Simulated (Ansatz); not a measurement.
A single-point calculation of PbTiO3 (cubic perovskite) with Ansatz, at the level LC-ωPBE. Cell and atoms come from a relaxation with r2SCAN.

Input (YAML):
```yaml
crystal:
  lattice:
    - [3.9350668454, 0.0, 0.0]
    - [0.0, 3.9350668454, 0.0]
    - [0.0, 0.0, 3.9350668454]
  atoms:
    - { symbol: Pb, position: [0.0, 0.0, 0.0] }
    - { symbol: Ti, position: [0.5, 0.5, 0.5] }
    - { symbol: O, position: [0.5, 0.5, 0.0] }
    - { symbol: O, position: [0.5, 0.0, 0.5] }
    - { symbol: O, position: [0.0, 0.5, 0.5] }
kpoints:
  mp_grid: { grid: [4, 4, 4] }
hamiltonian:
  xc: lc_wpbe
scf:
  occupations: { method: fixed }
  n_extra_bands: 5
output:
  forces: true
  stress: true
  eigenvalues: true
```

Command: `ansatz run input.yaml --threads 4 --pin off --max-ram 7372MiB --backend cpu --events-out ev --progress --plain --runs-dir out`.

**Question.** It took 17 s on 4 threads of Arm Neoverse V1, on a shared host, load about 0.5 per core. What peak of host memory did it reach?

**Answer.** About 1.3 GiB.

**Question.** Predict the output.

**Answer.** What the program printed (shortened):
```
Functional definition: LC-wPBE
  parameter omega = 0.4/bohr
  exchange = pbe_x_sr(omega) + exact_x_lr(omega)
  correlation = pbe_c
Crystal: 5 atoms, lattice volume = 60.934 Å³
Basis set: ecut = 420 eV, 1213 PW (Γ)
Bands: 27, of which v1, the nominal top of the filled ones, is band 22 counted from 1 (21 counted from 0)
Symmetry: 48 space group operations
Space group: Pm-3m (ITA 221)
k-points: 10 of 64
Exchange kernel: α = 0.0000 at short range, 1.0000 at long range (ω = 0.7559 Å⁻¹), several ranges, Wigner–Seitz truncation, v(0) = 8411.9869 eV·Å³, q-mesh 4×4×4
hybrid outer 1: dexx = +2.754e-1 eV, tail = 1.00e-3 eV
hybrid outer 2: dexx = +1.217e-4 eV, tail = 1.44e-6 eV, Δε = 2.38e-2 eV
hybrid outer 3: dexx = +5.956e-8 eV, tail = 1.47e-8 eV, Δε = 4.15e-4 eV, ΔF = 2.95e-29 eV/Å
hybrid SCF converged: 3 outer / 15 inner (+2 warm-up)
Free energy (F): -16104.301947 eV
Fermi energy:    7.819180 eV
--- Stress (GPa, compression-positive) ---
       -4.285869       0.000000       0.000000
        0.000000      -4.285869       0.000000
        0.000000       0.000000      -4.285869
  P = ⅓ Tr σ = -4.2859 GPa (-42.859 kbar)
--- Band table (eV; the first three rows and the last of 10) ---
  k-point 0: bands = […, 5.2764, 5.2764, 5.2764, 6.0212, 6.0212, 6.0212, 15.2881, 15.2881, 15.2881, 17.3913, …]
  k-point 1: bands = […, 4.5894, 4.5894, 5.1007, 5.9334, 5.9334, 6.1103, 15.3007, 16.4456, 16.4456, 17.3962, …]
  k-point 2: bands = […, 3.5683, 3.5683, 4.9359, 6.0306, 6.0306, 7.8192, 15.3135, 16.2202, 17.4011, 17.4978, …]
  k-point 9: bands = […, 1.3490, 1.5574, 1.5574, 6.5822, 6.5822, 6.5822, 17.9350, 17.9350, 17.9350, 21.3168, …]
```
The trailing digits, and the zero of the energies, depend on the potentials and thresholds.

The rows of the band table are 0: (0, 0, 0) = Γ, 1: (0, 0, 1/4), 2: (0, 0, -1/2) = X, 9: (-1/2, -1/2, -1/2) = R.

LC-ωPBE gives an indirect gap of 7.47 eV, from X to Γ; the least direct gap is 7.49 eV at X. Edges are sought over the mesh and the listed points. At this geometry LC-ωPBE finds -4.3 GPa, compression counted positive: its own equilibrium volume is smaller. The stress of a hybrid is loosely converged here.

(Simulation; spin polarisation is off.)

Spin-orbit coupling is left out, which matters wherever the heavy atoms make up the band edges.

The meshes of the hybrids are coarse, so their gaps aren't converged to the digits shown.
